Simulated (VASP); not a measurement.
A run of VASP 6.6.1:

INCAR

```
PREC = Accurate ; ENCUT = 520
EDIFF = 1E-6 ; ISMEAR = 0
SIGMA = 0.02 ; LREAL = F
LASPH = T ; NELM = 80
ALGO = Fast ; ISIF = 2
LWAVE = F ; LCHARG = F
GGA = PE ; NBANDS = 26
```

The input KPOINTS:

```
Automatic mesh
0
Gamma
  9 9 6
```

Contents of POSCAR:

```
ZnO
1.0
    3.2796453204      0.0000000000      0.0000000000
   -1.6398226602      2.8402561629      0.0000000000
    0.0000000000      0.0000000000      5.2931535335
Zn O
2 2
Direct
    0.3333333333      0.6666666667      0.8104565264
    0.6666666667      0.3333333333      0.3104565264
    0.6666666667      0.3333333333      0.6895524379
    0.3333333333      0.6666666667      0.1895524379
```

Potentials or basis: VASP PAW PBE potentials, release 64 (Zn, O).

Run with:

```sh
$ cat potpaw_PBE.64/Zn/POTCAR potpaw_PBE.64/O/POTCAR > POTCAR
$ mpirun -np 1 vasp_std > vasp.out
```

Hardware: 1 thread of Intel(R) Xeon(R) 6975P-C (Granite Rapids), on a shared host.

Task: How long does it take, and how much memory?

Result: Run time: 18 s on 1 thread of Intel(R) Xeon(R) 6975P-C (Granite Rapids), with other jobs on the host, peak memory 0.18 GiB. Counts: scf iterations 14, k points 48.
